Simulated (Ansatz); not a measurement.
TaN, 2 atoms in the cell. It takes space group F-43m (No. 216, cubic). The conventional cell has a = 4.982 Å, b = 4.982 Å, c = 4.982 Å, α = 90.00°, β = 90.00°, γ = 90.00°. Ta (site symmetry -43m) is surrounded by 4 N at 2.16 Å. N (site symmetry -43m) has 4 Ta at 2.16 Å as nearest neighbours. The cell comes from a database or a generator and needn't be the stable form of this composition.

```yaml
Program: Ansatz 0.2.0
Task: band structure
Functional: HSE06
Potentials_or_basis: Ansatz PAW
Cutoff: "420 eV (not typed: the program's choice for these potentials)"
k_mesh: 5 × 5 × 5
Occupations: fermi-dirac, width 0.05 eV
Spin: no spin polarisation
Path: "[[\"G\", \"X\", \"W\", \"K\", \"G\", \"L\", \"U\", \"W\", \"L\", \"K\"], [\"U\", \"X\"]]"
Points_for_each_segment_of_the_path: 4
```

Potentials or basis: Ansatz PAW.

Command:

```bash
$ ansatz run input.yaml --threads 2 --pin off --max-ram 5632MiB --backend cpu --events-out ev --progress --plain --runs-dir out
```

Hardware: 2 threads of Intel(R) Xeon(R) Platinum 8375C CPU @ 2.90GHz (Ice Lake), on a shared host.

Task: Estimate the wall time of this run.

Result: It took 100 s on 2 threads of Intel(R) Xeon(R) Platinum 8375C CPU @ 2.90GHz (Ice Lake) (shared host), peak memory 0.74 GiB. Counts: scf iterations 17, plane waves 609, k points 10, bands 15.
